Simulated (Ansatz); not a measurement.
# Ge25H12: the cost of one run

Computed with Ansatz 0.2.0 (DFT PBE, scalar-relativistic, plane waves, PAW, unless a step's input says otherwise).

## Step 1: The system as given

It takes space group Pm (No. 6, monoclinic). The conventional cell has a = 8.148 Å, b = 8.148 Å, c = 29.397 Å, α = 90.00°, β = 90.00°, γ = 90.00°. Ge (site symmetry m) has 3 Ge at 2.42 to 2.67 Å as nearest neighbours. Ge (site symmetry m) has 3 Ge at 2.36 to 2.42 Å as nearest neighbours. Around Ge (site symmetry 1) lie 4 Ge at 2.36 to 2.67 Å. Ge (site symmetry 1) has 4 Ge at 2.49 Å as nearest neighbours. Only part of the 26 independent sites is listed.

Structure file:

```xyz
37
Lattice="8.1476 0.0000 0.0000 0.0000 8.1476 0.0000 0.0000 0.0000 29.3968" Properties=species:S:1:pos:R:3 pbc="T T T"
Ge    0.0000    0.8807   15.2119
Ge    0.0000    3.1931   14.5119
Ge    4.0738    0.8807   14.5119
Ge    4.0738    3.1931   15.2119
Ge    2.0369    0.0000   13.7216
Ge    2.0369    4.0738   13.7216
Ge    6.1107    0.0000   13.7216
Ge    6.1107    4.0738   13.7216
Ge    2.0369    2.0369   12.2813
Ge    2.0369    6.1107   12.2813
Ge    6.1107    2.0369   12.2813
Ge    6.1107    6.1107   12.2813
Ge    0.0000    2.0369   10.8410
Ge    0.0000    6.1107   10.8410
Ge    4.0738    2.0369   10.8410
Ge    4.0738    6.1107   10.8410
Ge    0.0000    0.0000    9.4007
Ge    0.0000    4.0738    9.4007
Ge    4.0738    0.0000    9.4007
Ge    4.0738    4.0738    9.4007
Ge    2.0369    0.0000    7.9604
Ge    2.0369    4.0738    7.9604
Ge    6.1107    0.0000    7.9604
Ge    6.1107    4.0738    7.9604
H     2.0369    1.2293    7.0000
H     2.0369    6.9183    7.0000
H     2.0369    5.3031    7.0000
H     2.0369    2.8445    7.0000
H     6.1107    1.2293    7.0000
H     6.1107    6.9183    7.0000
H     6.1107    5.3031    7.0000
H     6.1107    2.8445    7.0000
Ge    0.0000    3.4931   18.6119
H     0.0000    4.4111   19.8359
H     1.2485    3.4931   18.1024
H     6.8991    3.4931   18.1024
H     0.0000    2.0503   18.1024
```

## Step 2: Relaxing the atoms: Ge25H12 slab, no spin

The input, input.yaml:

```yaml
crystal:
  lattice:
    - [8.14756718, 0.0, 0.0]
    - [0.0, 8.14756718, 0.0]
    - [0.0, 0.0, 29.3968319]
  atoms:
    - { symbol: Ge, position: [0.0, 0.10809261, 0.51746841] }
    - { symbol: Ge, position: [0.0, 0.39190739, 0.49365633] }
    - { symbol: Ge, position: [0.5, 0.10809261, 0.49365633] }
    - { symbol: Ge, position: [0.5, 0.39190739, 0.51746841] }
    - { symbol: Ge, position: [0.25, 0.0, 0.46677248] }
    - { symbol: Ge, position: [0.25, 0.5, 0.46677248] }
    - { symbol: Ge, position: [0.75, 0.0, 0.46677248] }
    - { symbol: Ge, position: [0.75, 0.5, 0.46677248] }
    - { symbol: Ge, position: [0.25, 0.25, 0.4177774] }
    - { symbol: Ge, position: [0.25, 0.75, 0.4177774] }
    - { symbol: Ge, position: [0.75, 0.25, 0.4177774] }
    - { symbol: Ge, position: [0.75, 0.75, 0.4177774] }
    - { symbol: Ge, position: [0.0, 0.25, 0.36878233] }
    - { symbol: Ge, position: [0.0, 0.75, 0.36878233] }
    - { symbol: Ge, position: [0.5, 0.25, 0.36878233] }
    - { symbol: Ge, position: [0.5, 0.75, 0.36878233] }
    - { symbol: Ge, position: [0.0, 0.0, 0.31978725] }
    - { symbol: Ge, position: [0.0, 0.5, 0.31978725] }
    - { symbol: Ge, position: [0.5, 0.0, 0.31978725] }
    - { symbol: Ge, position: [0.5, 0.5, 0.31978725] }
    - { symbol: Ge, position: [0.25, 0.0, 0.27079218] }
    - { symbol: Ge, position: [0.25, 0.5, 0.27079218] }
    - { symbol: Ge, position: [0.75, 0.0, 0.27079218] }
    - { symbol: Ge, position: [0.75, 0.5, 0.27079218] }
    - { symbol: H, position: [0.25, 0.150879, 0.2381209] }
    - { symbol: H, position: [0.25, 0.849121, 0.2381209] }
    - { symbol: H, position: [0.25, 0.650879, 0.2381209] }
    - { symbol: H, position: [0.25, 0.349121, 0.2381209] }
    - { symbol: H, position: [0.75, 0.150879, 0.2381209] }
    - { symbol: H, position: [0.75, 0.849121, 0.2381209] }
    - { symbol: H, position: [0.75, 0.650879, 0.2381209] }
    - { symbol: H, position: [0.75, 0.349121, 0.2381209] }
    - { symbol: Ge, position: [0.0, 0.4287282, 0.63312713] }
    - { symbol: H, position: [0.0, 0.54139987, 0.67476428] }
    - { symbol: H, position: [0.15323347, 0.4287282, 0.61579567] }
    - { symbol: H, position: [0.84676653, 0.4287282, 0.61579567] }
    - { symbol: H, position: [0.0, 0.25164589, 0.61579567] }
scf:
  occupations: { method: gaussian, width: 0.03 }
output:
  forces: true
  write_density: true
  write_potential: true
  elf: true
  volumetric_format: npy
hamiltonian:
  xc: pbe
efield:
  axis: 3
  dipole_correction: true
kpoints:
  mp_grid: { grid: [4, 4, 1] }
relax:
  f_tol: 0.02
  constraints: [{ sites: [20, 21, 22, 23, 24, 25, 26, 27, 28, 29, 30, 31] }]
```

Command:

```sh
> ansatz run input.yaml --threads 12 --pin off --max-ram 24576MiB --backend cpu --events-out ev --progress --plain --runs-dir out
```

**Question.** How long does this run take on 12 threads of Intel Xeon 6975P-C (Granite Rapids), shared host, and how much memory does it need?

About 7.3 min, with a peak of 16 GiB.
